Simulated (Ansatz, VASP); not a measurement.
# One calculation of As, two programs

File INCAR:

```
SYSTEM = As
PREC = Accurate
ENCUT = 600
EDIFF = 1E-6
ISMEAR = -1
SIGMA = 0.05
LREAL = .False.
LASPH = .True.
NELM = 60
ALGO = Fast
ISIF = 3
LWAVE = .False.
LCHARG = .False.
IBRION = 2
NSW = 40
EDIFFG = -0.01
```

Contents of KPOINTS:

```
Automatic mesh
0
Gamma
  10 10 10
  0 0 0
```

Contents of POSCAR:

```
As
1.0
    2.7036817444      0.0000000000      0.0000000000
    0.0000000000      2.7036817444      0.0000000000
    0.0000000000      0.0000000000      2.7036817444
As
1
Direct
    0.5000000000      0.5000000000      0.5000000000
```

input.yaml

```yaml
crystal:
  lattice:
    - [2.7036817444, 0.0, 0.0]
    - [0.0, 2.7036817444, 0.0]
    - [0.0, 0.0, 2.7036817444]
  atoms:
    - { symbol: As, position: [0.5, 0.5, 0.5] }
hamiltonian:
  xc: lda
  pseudopotentials: { kind: paw }
kpoints:
  mp_grid: { grid: [10, 10, 10] }
scf:
  occupations: { method: fermi_dirac, width: 0.05 }
output:
  forces: true
  stress: true
  eigenvalues: true
relax:
  f_tol: 0.01
  max_steps: 40
  cell: { stress_tol: 0.05 }
```

This isn't the form of As at room conditions, which is rhombohedral.

Alike in both runs: task relaxation of cell and atoms; functional LDA; k mesh 10 × 10 × 10; occupations fermi-dirac, width 0.05 eV; no spin polarisation.

|  | VASP | Ansatz |
| --- | --- | --- |
| version | VASP 6.6.1 | Ansatz 0.2.0 |
| potentials or method | VASP PAW LDA potentials, release 64 (As) | Ansatz PAW |
| plane-wave cutoff (eV) | 600 | 420 |
| valence electrons in the cell | 5 | 15 |

Ansatz gave:

| Quantity | Value |
| --- | --- |
| gap on the k mesh at the Fermi level, each at its own relaxed structure (eV) | none |
| relaxed volume (Å³/atom) | 19.06 |
| relaxed cell length with the largest relative difference (Å) | 2.671 |
| energy change over the relaxation (meV/atom) | -7 |

**Question.** Estimate VASP's values.

**Answer.** gap on the k mesh at the Fermi level, each at its own relaxed structure (eV): none; relaxed volume (Å³/atom): 19.14; relaxed cell length with the largest relative difference (Å): 2.675; energy change over the relaxation (meV/atom): -6.

A gap of «none» marks a metal or a gap that the smearing closes. The two sets of potentials don't hold the same shells in valence.

Caveats: the plane-wave basis is chosen anew once the cell has moved, so the energies of steps on either side of that aren't comparable (Ansatz); the PAW data sets come from PBE, with cores solved anew for the run's functional, which leaves a small shift of forces and pressure (Ansatz).
